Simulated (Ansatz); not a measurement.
The system is P.

```xyz
4
Lattice="1.6477 -5.4650 0.0000 1.6477 5.4650 0.0000 0.0000 0.0000 4.5436" Properties=species:S:1:pos:R:3 pbc="T T T"
P     1.6477   -4.4173    2.6754
P     1.6477    4.4173    1.8683
P     1.6477   -1.0477    0.4035
P     1.6477    1.0477    4.1401
```

Program: Ansatz 0.2.0. Alike in all runs: task projected density of states; potentials or basis Ansatz PAW; no spin polarisation; cell as given; k mesh 5 × 5 × 4; smearing fermi-dirac 0.05 eV.

**Question.** Order these runs on this cell by their pressure, lowest first.
A. level r2SCAN0; cutoff (eV) 500
B. level revPBE; cutoff (eV) 420
C. level BLYP; cutoff (eV) 420
D. level r2SCAN; cutoff (eV) 500

**Answer.** A (-0.8 GPa), D (0.8 GPa), B (3.4 GPa), C (6.5 GPa).

Caveats: odd divisions of the mesh miss points on the zone boundary, where band edges often lie, so the gap on the mesh can be too wide; the PAW data sets come from PBE, with cores solved anew for the run's functional, which leaves a small shift of forces and pressure; the density of states is complete only up to the lowest level of the last band computed; the thresholds are loose for stress (some runs).

Runs at the PBE level aren't shown here.
